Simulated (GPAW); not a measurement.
The system is HgTe (Coloradoite).

```xyz
2
Lattice="0.0000 3.2145 3.2145 3.2145 0.0000 3.2145 3.2145 3.2145 0.0000" Properties=species:S:1:pos:R:3 pbc="T T T"
Hg    0.0000    0.0000    0.0000
Te    4.8217    4.8217    4.8217
```

| Quantity | Value |
| --- | --- |
| Program | GPAW 26.7.0 |
| Task | relaxation of cell and atoms |
| Functional | PBEsol |
| Potentials or basis | PAW data sets generated in the run's folder for this functional |
| Cutoff | 600 eV |
| Basis | pw |
| k mesh | 7 × 7 × 7 |
| Occupations | fermi-dirac, width 0.05 eV |
| Spin | no spin polarisation |

At the start: pressure 1.7 GPa; volume 33.22 Å³/atom.

Task: Where does the relaxation end?

Result: Over 3 steps the energy falls by 6.7 meV/atom and the volume is 34.42 Å³/atom (+3.6 %); space group F-43m (No. 216, to 0.05 Å).

Step by step:
| step | energy change (eV) | largest force (eV/Å) | pressure (GPa) | volume (Å³) |
| --- | --- | --- | --- | --- |
| 1 | 0.0000 | 0.0000 | 1.74 | 66.43 |
| 2 | -0.0050 | 0.0000 | 1.35 | 66.95 |
| 3 | -0.0135 | 0.0000 | 0.07 | 68.85 |

Final structure:
```
Hg Te
1.0
     0.00000    3.25302    3.25302
     3.25302    0.00000    3.25302
     3.25302    3.25302    0.00000
Hg Te
1 1
Direct
  0.00000 0.00000 0.00000
  0.75000 0.75000 0.75000
```

Caveat: later steps reuse the first step's grids.
